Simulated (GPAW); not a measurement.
# SiC (Moissanite 3C) (F-43m) in GPAW: reference runs

Reference runs on SiC (Moissanite 3C): the cell as given and a disturbed copy.

Everything below comes from runs of GPAW 26.7.0. Logs are shortened: lines on timing, memory, paths and dates and some standing lists are left out, and cuts for length are marked. The log counts tension as positive stress, the text compression.

**The experiment to reproduce.**

From “Insight into the structural, elastic and electronic properties of a new orthorhombic 6O-SiC polytype”, 2020, pmc:7200658, for a bulk crystal of SiC: band gap 2.4 eV (indirect).

The runs below are set against these values where they give the same quantity.

### Step 1. The structure

Symmetry: F-43m, No. 216, cubic system. Conventional cell: a = 4.358 Å, b = 4.358 Å, c = 4.358 Å, α = 90.00°, β = 90.00°, γ = 90.00°. Si (site symmetry -43m) is surrounded by 4 C at 1.89 Å. C (site symmetry -43m) is surrounded by 4 Si at 1.89 Å.

### Step 2. Single point, PBEsol

Contents of run.py:

```python
from ase import Atoms
from ase.dft.bandgap import bandgap
from ase.io import write
from ase.units import GPa
from gpaw import GPAW, PW, setup_paths

setup_paths.insert(0, '.')

atoms = Atoms(['Si', 'C'],
              cell=[[0.0, 2.179, 2.179],
                    [2.179, 0.0, 2.179],
                    [2.179, 2.179, 0.0]],
              scaled_positions=[[0.0, 0.0, 0.0],
                                [0.75, 0.75, 0.75]],
              pbc=True)

calc = GPAW(mode=PW(800),
            xc='PBEsol',
            kpts={'size': (10, 10, 10), 'gamma': True},
            occupations={'name': 'fermi-dirac', 'width': 0.05},
            nbands=11,
            convergence={'density': 1e-05, 'energy': 1e-05},
            maxiter=150,
            txt='gpaw.txt')
atoms.calc = calc
energy = atoms.get_potential_energy()
forces = atoms.get_forces()
stress = atoms.get_stress()
calc.write('gs.gpw')
write('result.traj', atoms)
print(f'Energy: {energy:.6f} eV')
print('Forces (eV/A):')
print(forces.round(4))
print('Stress (GPa):', (stress / GPa).round(3))
print('Fermi level:', round(calc.get_fermi_level(), 4), 'eV')
print(f'Gap: {bandgap(calc)[0]:.4f} eV, direct: {bandgap(calc, direct=True)[0]:.4f} eV')
```

Potentials or basis: PAW data sets generated in the run's folder for this functional, pw.

Command:

```bash
> gpaw-setup -f PBEsol C Si
> OMP_NUM_THREADS=1 python run.py
```

gpaw.txt:

```text
__  _  _
 | _ |_)|_||  |
 |__||  | ||/\| - 26.7.0

Input parameters:
  mode=PW(ecut=800.0),
  convergence={'density': 1e-05, 'energy': 1e-05},
  kpts=MonkhorstPack(size=(10, 10, 10), gamma=True),
  maxiter=150,
  nbands=11,
  occupations=Occupations(name='fermi-dirac', width=0.05),
  xc=XC(name='PBEsol')

Diagonalizing LCAO Hamiltonian
Converting LCAO to pw mode

                 C

       Si

Atoms  # Å, Bohr magnetons
|   | symbol |        x |        y |        z |    initial magnetic moments |
|---|--------|----------|----------|----------|-----------------------------|
| 0 |     Si | 0.000000 | 0.000000 | 0.000000 | ( 0.0000,  0.0000,  0.0000) |
| 1 |      C | 3.268500 | 3.268500 | 3.268500 | ( 0.0000,  0.0000,  0.0000) |

Unit cell  # Å
| periodic |        x |        y |        z |  lengths |    angles |
|----------|----------|----------|----------|----------|-----------|
|      yes | 0.000000 | 2.179000 | 2.179000 | 3.081571 | 60.000000 |
|      yes | 2.179000 | 0.000000 | 2.179000 | 3.081571 | 60.000000 |
|      yes | 2.179000 | 2.179000 | 0.000000 | 3.081571 | 60.000000 |

Number of symmetries: 24
Symmetry operations  # r_c * U_cc + t_c -> r_c
|    | kind |            matrix            |
|----|------|------------------------------|
|  0 |  E   |  1, 0, 0,  0, 1, 0,  0, 0, 1 |
|  1 |  σ   |  1, 0, 0,  0, 0, 1,  0, 1, 0 |
|  2 |  σ   |  1, 0,-1,  0, 1,-1,  0, 0,-1 |
|  3 |  C3  |  1, 0,-1,  0, 0,-1,  0, 1,-1 |
|  4 |  C3  |  1,-1, 0,  0,-1, 1,  0,-1, 0 |
|  5 |  σ   |  1,-1, 0,  0,-1, 0,  0,-1, 1 |
|  6 |  σ   |  0, 1, 0,  1, 0, 0,  0, 0, 1 |
|  7 |  C3  |  0, 1, 0,  0, 0, 1,  1, 0, 0 |
|  8 |  C2  |  0, 1,-1,  1, 0,-1,  0, 0,-1 |
|  9 |  S4  |  0, 1,-1,  0, 0,-1,  1, 0,-1 |
| 10 |  C3  |  0, 0, 1,  1, 0, 0,  0, 1, 0 |
| 11 |  σ   |  0, 0, 1,  0, 1, 0,  1, 0, 0 |
| 12 |  S4  |  0, 0,-1,  1, 0,-1,  0, 1,-1 |
| 13 |  C3  |  0, 0,-1,  0, 1,-1,  1, 0,-1 |
| 14 |  S4  |  0,-1, 1,  1,-1, 0,  0,-1, 0 |
| 15 |  C2  |  0,-1, 1,  0,-1, 0,  1,-1, 0 |
| 16 |  C3  |  0,-1, 0,  1,-1, 0,  0,-1, 1 |
| 17 |  S4  |  0,-1, 0,  0,-1, 1,  1,-1, 0 |
| 18 |  S4  | -1, 1, 0, -1, 0, 1, -1, 0, 0 |
| 19 |  C3  | -1, 1, 0, -1, 0, 0, -1, 0, 1 |
| 20 |  C3  | -1, 0, 1, -1, 1, 0, -1, 0, 0 |
| 21 |  S4  | -1, 0, 1, -1, 0, 0, -1, 1, 0 |
| 22 |  σ   | -1, 0, 0, -1, 1, 0, -1, 0, 1 |
| 23 |  C2  | -1, 0, 0, -1, 0, 1, -1, 1, 0 |

BZ-sampling:
  Number of BZ points: 1000
  Number of IBZ points: 47

  Monkhorst-Pack size: [10, 10, 10]
  Monkhorst-Pack shift: [0.05, 0.05, 0.05]

K-points  # in reciprocal-cell coordinates
|     |                                coordinates |     weight |
|-----|--------------------------------------------|------------|
|   0 | (  0.00000000,   0.00000000,   0.00000000) | 0.00100000 |
|   1 | (  0.10000000,   0.10000000,   0.00000000) | 0.00600000 |
|   2 | (  0.10000000,   0.10000000,   0.10000000) | 0.00800000 |
|   3 | (  0.20000000,   0.10000000,   0.10000000) | 0.01200000 |
|   4 | (  0.20000000,   0.20000000,   0.00000000) | 0.00600000 |
|   5 | (  0.20000000,   0.20000000,   0.10000000) | 0.02400000 |
|   6 | (  0.20000000,   0.20000000,   0.20000000) | 0.00800000 |
|   7 | (  0.30000000,   0.20000000,   0.10000000) | 0.02400000 |
|   8 | (  0.30000000,   0.20000000,   0.20000000) | 0.02400000 |
|   9 | (  0.30000000,   0.30000000,   0.00000000) | 0.00600000 |
| ... |                                            |            |
|  46 | (  0.50000000,   0.50000000,   0.50000000) | 0.00400000 |

Plane wave coefficients: 1090
Cutoff: 800.0 eV

Spin-components: 1 (collinear spins)
Bands:           11
Projectors:      10
Spin-degeneracy: 2
Datatype:        complex128

Parallelization:
  kpt:    1
  domain: 1
  band:   1

Density:
  Valence electrons: 8.0
  Components: 1
  Grid points: [21 21 21]
  Charge: 0.0  # |e|

Potential:
  Grid points: [21 21 21]

species:
  Si:
    name:    Silicon
    Z:       14.0
    valence: 4
    core:    10
    charge:  0.0  # [|e|]
    compensation charges:
      type: gauss
      rc: 0.33  # [Å]
      lmax: 2
    cutoffs:
      filter: 1.86  # [Å]
      core: 2.06  # [Å]
    projectors
    | kind |    occ | energy [eV] | rcut [Å] |
    |------|--------|-------------|----------|
    |   3s |  2.000 |     -10.768 |    1.058 |
    |   3p |  2.000 |      -4.057 |    1.058 |
    |    s |        |      16.444 |    1.058 |
    |    p |        |      23.155 |    1.058 |
    |    d |        |       0.000 |    1.058 |

    Using partial waves for Si as LCAO basis

  C:
    name:    Carbon
    Z:       6.0
    valence: 4
    core:    2
    charge:  0.0  # [|e|]
    compensation charges:
      type: gauss
      rc: 0.20  # [Å]
      lmax: 2
    cutoffs:
      filter: 1.14  # [Å]
      core: 1.14  # [Å]
    projectors
    | kind |    occ | energy [eV] | rcut [Å] |
    |------|--------|-------------|----------|
    |   2s |  2.000 |     -13.648 |    0.635 |
    |   2p |  2.000 |      -5.232 |    0.635 |
    |    s |        |      13.563 |    0.635 |
    |    p |        |      21.979 |    0.635 |
    |    d |        |       0.000 |    0.635 |

    Using partial waves for C as LCAO basis

Reference energy: -8894.658675  # eV

eigensolver:
  PPCG
  Converge bands: occupied
  niter=2

density mixing:
  MSR1-Mixer
  Pratt-step length: 0.05
  Maximum mixing coefficient: 0.75
  Old densities: 10
  SVD Regularization: 0.005
  Good broyden scale: 1.0
  Trust region scale: 1.0
  Backstep threshold: 4.0
  History deletion threshold: 6.0
  Fourier metric: weight=20.0, sigma=0.015

occupation numbers:
  Fermi-Dirac:
    width: 0.0500  # eV

poisson solver:
  ecut: 6400.0  # eV

xc functional:
  name: PBEsol with 2 nearest neighbor stencil

convergence criteria:
- Maximum integral of absolute [dens]ity change: 1e-05 electrons / valence electron
- Maximum [total energy] change in last 3 cyles: 1e-05 eV / valence electron
- Maximum integral of absolute [eigenst]ate change: 4e-08 eV^2 / valence electron
maximum number of iterations: 150

SCF iterations
|iter     | |      energy | eigst |  dens |
|---------|-|-------------|-------|-------|
|iter:   1| |  -17.484550 | -0.14 |       |
|iter:   2| |  -17.116809 | -2.42 | -0.57 |
|iter:   3| |  -15.862363 | -0.91 | -0.62 |
|iter:   4| |  -15.861268 | -2.95 | -1.33 |
|iter:   5| |  -15.862873 | -3.57 | -1.71 |
|iter:   6| |  -15.862932 | -5.50 | -2.69 |
|iter:   7| |  -15.862936c| -6.76 | -3.34 |
|iter:   8| |  -15.862936c| -7.98c| -4.20 |
|iter:   9| |  -15.862936c| -8.90c| -5.34c|

Converged in 9 steps
Energy contributions relative to reference atoms: (reference = -8894.658675)

Energy contributions:
  Kinetic:          16.513126
  Coulomb:         -14.008794
  Zero:             -0.013918
  External:          0.000000
  Xc:              -18.353350
  Entropy:          -0.000000
  Spinorbit:         0.000000
  ----------------------------
  Free energy:     -15.862936
  Extrapolated:    -15.862936

dipole moment: (-8.042204, -8.042204, -8.042204)  # |e|*Ang

Fermi level: 8.825
Eigenvalues  # (at kpt = [0.000, 0.000, 0.000])
| band index |      eig [eV] | occ [0-2] |
|------------|---------------|-----------|
|          0 |        -7.244 |     2.000 |
|          1 |         8.187 |     2.000 |
|          2 |         8.187 |     2.000 |
|          3 |         8.187 |     2.000 |
|          4 |        14.408 |     0.000 |
|          5 |        15.426 |     0.000 |
|          6 |        15.426 |     0.000 |
|          7 |        15.426 |     0.000 |
|          8 |        22.648 |     0.000 |
|          9 |        22.651 |     0.000 |
|         10 |        24.453 |     0.000 |

Gap: 1.237 eV
Transition (v -> c):
  (s=0, k=0, n=3, [0.00, 0.00, 0.00]) -> (s=0, k=41, n=4, [0.50, 0.50, 0.00])
Direct/indirect transitions are different
Direct gap: 4.450 eV
Transition at: (s=0, k=41, n=3, [0.50, 0.50, 0.00])

Forces  # eV/Ang
|        x |        y |       z |
|----------|----------|---------|
|  0.00000 | -0.00000 | 0.00000 |  # Si   0
| -0.00000 |  0.00000 | 0.00000 |  # C    1

Stress tensor  # eV/Ang^3
|         x |         y |         z |
|-----------|-----------|-----------|
| -0.006191 |  0.000000 |  0.000000 |
|  0.000000 | -0.006191 |  0.000000 |
|  0.000000 |  0.000000 | -0.006191 |

# Writing to gs.gpw (mode='')
```

Wall time 12 s (1 thread of Arm Neoverse V2, shared host); peak memory 0.14 GiB.

What came out:

* Free energy: -15.8629 eV
* Pressure: 1.0 GPa
* Band gap on the k mesh: 1.24 eV, indirect (least direct gap 4.45 eV)

Levels at points of the mesh, in eV from the valence-band top:
```
           k point  band 2  band 3  band 4  band 5  band 6  band 7
(0.00, 0.00, 0.00)    0.00    0.00    0.00    6.22    7.24    7.24
(0.50, 0.50, 0.00)   -7.84   -3.21   -3.21    1.24    4.19   13.95
(0.50, 0.50, 0.50)   -8.61   -1.06   -1.06    5.37    7.14    7.14
```

### Step 3. Single point, PBEsol (atoms moved at random, drawn with an rms of 0.05 Å)

Changes to run.py since step 2:

```diff
@@ -12,4 +12,4 @@
                     [2.179, 2.179, 0.0]],
-              scaled_positions=[[0.0, 0.0, 0.0],
-                                [0.75, 0.75, 0.75]],
+              scaled_positions=[[0.022997, -0.024471, -0.002805],
+                                [0.783053, 0.745, 0.741904]],
               pbc=True)
```

Potentials or basis: PAW data sets generated in the run's folder for this functional, pw.

Command:

```bash
> gpaw-setup -f PBEsol C Si
> OMP_NUM_THREADS=1 python run.py
```

Run time: 1.8 min. Hardware: 1 thread of Arm Neoverse V2, shared host; peak memory 0.35 GiB.

Results (log left out):

```
Free energy            : -15.8111 eV
Pressure               : 1.6 GPa
Largest force          : 1.464 eV/Å
Band gap on the k mesh : 0.91 eV, indirect (least direct gap 4.29 eV)
```

Forces on the atoms (eV/Å):
```
Si   0.652  0.344  1.266
C   -0.652 -0.344 -1.266
```

Stress tensor (GPa, compression positive):
```
1.78 4.54 1.33
4.54 1.95 2.35
1.33 2.35 1.18
```

Levels at points of the mesh, in eV from the valence-band top:
```tsv
k point	band 1	band 2	band 3	band 4	band 5	band 6	band 7
(0.00, 0.00, 0.00)	-15.74	-0.68	-0.26	0.00	5.89	6.82	6.91
(0.00, 0.00, 0.50)	-12.12	-8.96	-1.60	-1.08	5.03	6.53	7.18
(0.00, 0.50, 0.00)	-12.21	-8.75	-1.66	-1.24	5.06	6.51	6.99
(0.00, 0.50, 0.50)	-10.68	-8.15	-3.59	-3.44	0.92	3.86	13.64
(0.50, 0.00, 0.00)	-12.18	-8.83	-1.67	-1.14	5.04	6.49	7.09
(0.50, 0.00, 0.50)	-10.68	-8.16	-3.52	-3.49	0.91	3.86	13.65
(0.50, 0.50, 0.00)	-10.69	-8.13	-3.69	-3.37	0.92	3.89	13.64
(0.50, 0.50, 0.50)	-12.05	-9.13	-1.40	-1.13	5.05	6.76	7.11
```

A k mesh can miss the band edges.

### Step 4. Against experiment

Step 2. A measured gap of SiC is 2.4 eV (indirect; quoted in “Insight into the structural, elastic and electronic properties of a new orthorhombic 6O-SiC polytype”, 2020, pmc:7200658); the calculated 1.24 eV misses it by -1.16 eV. The value is that of PBEsol on a finite k mesh, which can miss the band edges, without temperature or zero-point motion. Semilocal functionals fall short of measured gaps as a rule.
